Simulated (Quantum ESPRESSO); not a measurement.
HfC in Quantum ESPRESSO: the effect of target pressure

The system is HfC.

```
Hf C
1.0
     0.00000    2.32500    2.32500
     2.32500    0.00000    2.32500
     2.32500    2.32500    0.00000
Hf C
1 1
Cartesian
  2.3250 2.3250 2.3250
  0.0000 0.0000 0.0000
```

Alike in all runs:

* Program: Quantum ESPRESSO 7.5
* Task: phonons
* Functional: PBEsol
* Potentials or basis: GBRV 1.5 PBEsol
* Cutoff: 612 eV
* Density cutoff: 4898 eV
* k mesh: 10 × 10 × 10
* Occupations: cold, width 0.2 eV
* Spin: no spin polarisation

Each run relaxes the cell or the atoms first.

| target pressure | relaxed volume (Å³/atom) | highest phonon frequency (cm⁻¹) |
| --- | --- | --- |
| -3 GPa | 12.40 | 438 |
| 0 GPa | 12.25 | 451 |
| 3 GPa | ? | ? |
| 8 GPa | 11.89 | 484 |
| 15 GPa | 11.61 | 510 |

What does the run with target pressure 3 GPa give?

Relaxed volume 12.11 Å³/atom; highest phonon frequency 464 cm⁻¹.

Worked out: In Murnaghan's law V^(-B') rises as a straight line in P. The other rows fit best with B' = 3.6, V0 = 12.25 Å³/atom and B0 = 253 GPa, which gives 12.11 Å³/atom at 3 GPa, against the run's 12.11. A straight line through the other rows of the highest phonon frequency, of slope 4.01 cm⁻¹ per GPa, gives 463 cm⁻¹, against the run's 464.

Caveats: the cell is more than 3 GPa from zero pressure, which shifts response properties (some runs).

Runs at the PBE level aren't shown here.
